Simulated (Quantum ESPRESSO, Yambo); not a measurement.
# BaTe (Fm-3m): G0W0 with and without spin-orbit coupling, part 2 of 2

Wanted: the effect of spin-orbit coupling on the quasiparticle gap of BaTe (Fm-3m).

Quantum ESPRESSO 7.5 and Yambo 5.3.0; PBE and many-body steps on it, plane waves. Known limits of the many-body steps: not at the basis limit; exchange with frozen shells missing; no spin-orbit coupling in some runs.

So far. Step 4 (Scalar-relativistic): The gap on the mesh goes from 1.54 eV to 2.91 eV, a correction of +1.37 eV. Step 5 (Empty states on the mesh, 4×4×4 mesh, 160 bands): On this mesh the gap is 1.263 eV.

The database entry behind the starting cell differs from later determinations by our own check (about 0.2 % short), so it need not match the best structure at ambient conditions.

### Step 6. Conversion and set-up

This step: Yambo 5.3.0; conversion and set-up on PBE with spin-orbit coupling, plane waves, norm-conserving pseudopotentials.

The run is started by

```console
> (cd o/x.save; p2y > p2y.log; mv SAVE ../..); yambo > setup.log
```

Output:

```text
 Yambo, version 5.3.0

 [02] CORE Variables Setup
 =========================

  [02.01] Unit cells
  ==================

  Cell kind             :  FCC
  Atoms in the cell     :  Ba  Te
  number of Ba atoms    :  1
  number of Te atoms    :  1

  List of atomic masses
  Mass of Ba    :  137.3300
  Mass of Te    :  127.6000

  List of atomic coordinates    : [cc]
  Ba1       :  0.000000  0.000000  0.000000  order 1
  Te1       :  6.600813  6.600813  6.600813  order 2

  Alat factors          :  6.600813  6.600813  6.600813 [a.u.]
  Direct lattice volume :  575.2046 [a.u.]
[...]
==========================================

 IBZ Q-points                                      :   8
 BZ  Q-points                                      :   64

 K/Q-points units:
 rlu = crystal or reduced units; cc = cartesian coordinates; iku = interal k-units

 Q [1]          [rlu]:  0.000000  0.000000  0.000000
 Q [2]          [rlu]:  0.35015E-18  0.35015E-18  0.25000
 Q [3]          [rlu]: -0.70030E-18 -0.70030E-18 -0.50000
[...]
Q [7]          [rlu]: -0.13399E-16 -0.50000     -0.50000
 Q [8]          [rlu]:  0.250000 -0.500000 -0.250000

  [03.01] X indexes
  =================

   [03.01.01] Sigma indexes
   ========================

 [06] Game Over & Game summary
```

The job ended after 3.7 s (1 MPI rank of Arm Neoverse V1, shared host; peak memory 0.26 GiB).

### Step 7. With spin-orbit coupling

This step: G0W0 on PBE with spin-orbit coupling, plane waves, norm-conserving pseudopotentials.

Input file gw4.in:

```
HF_and_locXC
gw0
dyson
ppa
em1d
rim_cut
RandQpts= 1000000
RandGvec= 1 RL
EXXRLvcs= 68 Ry
VXCRLvcs= 272 Ry
Chimod= "HARTREE"
% BndsRnXp
 1 | 160 |
%
NGsBlkXp= 6.5 Ry
% LongDrXp
 1 | 1 | 1 |
%
% GbndRnge
 1 | 160 |
%
DysSolver= "n"
ExtendOut
PPAPntXp= 27.21138 eV
% QPkrange
 1 | 1 | 23 | 30 |
 7 | 7 | 23 | 30 |
%
```

The run is started by

```console
> OMP_NUM_THREADS=1 mpirun -n 4 yambo -F gw4.in -J gw4 -C gw4 > gw4.log
```

Output:

```text
 Yambo, version 5.3.0

 [02] CORE Variables Setup
 =========================

  [... cell, symmetries and grids as in the set-up ...]

  [02.05] Energies & Occupations
  ==============================

  [X] === General ===
  [X] Electronic Temperature                        :  0.000000  0.000000 [eV K]
  [X] Bosonic    Temperature                        :  0.000000  0.000000 [eV K]
  [X] Finite Temperature mode                       : no
  [X] El. density                                   :  0.30503E+24 [cm-3]
  [X] Fermi Level                                   :  6.917764 [eV]

  [X] === Gaps and Widths ===
  [X] Conduction Band Min                           :  1.262661 [eV]
  [X] Valence Band Max                              :  0.000000 [eV]
  [X] Filled Bands                                  :  26
  [X] Empty Bands                                   :   27  160
  [X] Direct Gap                                    :  1.631765 [eV]
  [X] Direct Gap localized at k                     :   7
  [X] Indirect Gap                                  :  1.262661 [eV]
  [X] Indirect Gap between kpts                     :   1   7
  [X] Last valence band width                       :  1.207348 [eV]
  [X] 1st conduction band width                     :  2.654581 [eV]

 [03] Transferred momenta grid and indexing
 ==========================================

 IBZ Q-points                                      :   8
 BZ  Q-points                                      :   64

 K/Q-points units:
 rlu = crystal or reduced units; cc = cartesian coordinates; iku = interal k-units

 Q [1]          [rlu]:  0.000000  0.000000  0.000000
 Q [2]          [rlu]:  0.35015E-18  0.35015E-18  0.25000
 Q [3]          [rlu]: -0.70030E-18 -0.70030E-18 -0.50000
[...]
NLCC RL compoments                               :   43655
  PP Number of Atomic Species                      :  2
  NLCC RL compoments                               :   43655

 [xc] E_xc :  -13.64325 [Ha]
      E_xc :  -27.28650 [Ry]

  Local XC kind (lXC) : Perdew, Burke & Ernzerhof(X)+Perdew, Burke & Ernzerhof(C)
  Non-Local XC kind (nlXC) : Hartree-Fock

  Corrections @ K [1] :  [eV]
 <23|nlXC|23> = -14.28191 -0.16527E-20 <23|lXC|23> = -11.49490  0.92332E-10
 <24|nlXC|24> = -14.28194  0.40425E-17 <24|lXC|24> = -11.49490  0.34533E-09
 <25|nlXC|25> = -14.28193  0.40083E-17 <25|lXC|25> = -11.49490  0.60535E-10
[...]
Corrections @ K [7] :  [eV]
[...]
<29|nlXC|29> = -5.792762  0.75750E-20 <29|lXC|29> = -10.45745  0.378681E-8
 <30|nlXC|30> = -5.792762  0.29515E-18 <30|lXC|30> = -10.45745 -0.390162E-8

 [08] Dyson equation: Newton solver
 ==================================

  [08.01] G0W0 (W PPA)
  ====================

  [  GW  ] Bands range     :    1  160
  [GW/PPA] G damping       :  0.100000 [eV]

  QP @ state[ 1 ] K range:  1  1
  QP @ state[ 1 ] b range:  23  30
  QP @ state[ 2 ] K range:   7   7
  QP @ state[ 2 ] b range:  23  30

   Sc/G bands                                       :    1  160
   Sc/G damping                                     :  0.100000 ev
   Sc bands terminator                              : no
   Sx RL components                                 :   5601

   QP @ state[ 1 ] K range                          :  1  1
   QP @ state[ 1 ] b range                          :  23  30
   QP @ state[ 2 ] K range                          :   7   7
   QP @ state[ 2 ] b range                          :  23  30
   GF energies kind                                 : Perdew, Burke & Ernzerhof(X)+Perdew, Burke & Ernzerhof(C)
   GF WF`s kind                                     : Perdew, Burke & Ernzerhof(X)+Perdew, Burke & Ernzerhof(C)
   Xs energies kind                                 : Perdew, Burke & Ernzerhof(X)+Perdew, Burke & Ernzerhof(C)
   Xs WF`s kind                                     : Perdew, Burke & Ernzerhof(X)+Perdew, Burke & Ernzerhof(C)

 [11] Game Over & Game summary
```

Run time: 5.5 min. Hardware: 4 MPI ranks; peak memory 3.5 GiB.

Numbers from this step:

```
G0W0 gap on the points computed              : 2.595 eV
starting gap on the mesh                     : 1.263 eV
k of the valence top                         : 0, 0, 0
k of the conduction bottom                   : 0, -0.5, -0.5
least direct G0W0 gap on the computed points : 2.971 eV
Z at the valence top                         : 0.8015
Z at the conduction bottom                   : 0.8217
```

Against G0W0 in Yambo (4×4×4 mesh, 80 bands, screening to 88.4 eV, Godby-Needs plasmon pole), the gap moves by −0.314 eV.

### Step 8. Side by side

Times are wall times on 4 MPI ranks of Arm Neoverse V1, shared host, good to a factor of about two.

```tsv
run	mesh	bands	screening cutoff (eV)	DFT gap (eV)	gap on the mesh (eV)	direct (eV)	time
scalar-relativistic	4×4×4	80	88.4	1.541	2.909	3.293	65 s
with spin-orbit coupling	4×4×4	160	88.4	1.263	2.595	2.971	5.5 min
```

### Step 9. Results

* scalar-relativistic: 2.909 eV
* with spin-orbit coupling: 2.595 eV
* known limits: not at the basis limit; exchange with frozen shells missing; no spin-orbit coupling in some runs

**Reading.** With spin-orbit coupling: −0.314 eV against scalar-relativistic, −0.278 eV of it in the start. Bands and cutoff are finite, so the gap is not at the basis limit. The miss can reach some tenths of an eV and take either sign; the mesh is an error of its own. In the G0W0 runs levels were corrected at 2 k points alone, so a gap called «on the mesh» is the least over those, and an edge elsewhere would be missed. The norm-conserving file of at least one element keeps a d shell over frozen s and p shells of the same row. Exchange with those shells is missing from the self-energy, an error of 0.3 to 0.9 eV in cases checked, whose sign depends on which edge lies on those atoms.

[Paths, hosts, dates, memory and timing lines, banners, echoed tables and standing remarks are left out of the program output.]

[Logs are printed without paths, hosts, clocks, repeated set-up lines and the standing remarks that a program may print on its own settings, such as how far it seeks lower states.]

[Runs of the session that timed out or met a known fault of the program may be left out.]

[Hosts, paths, dates, database ids (printed as entryN), source tags and the programs' standing remarks are cut or masked in the printed files.]
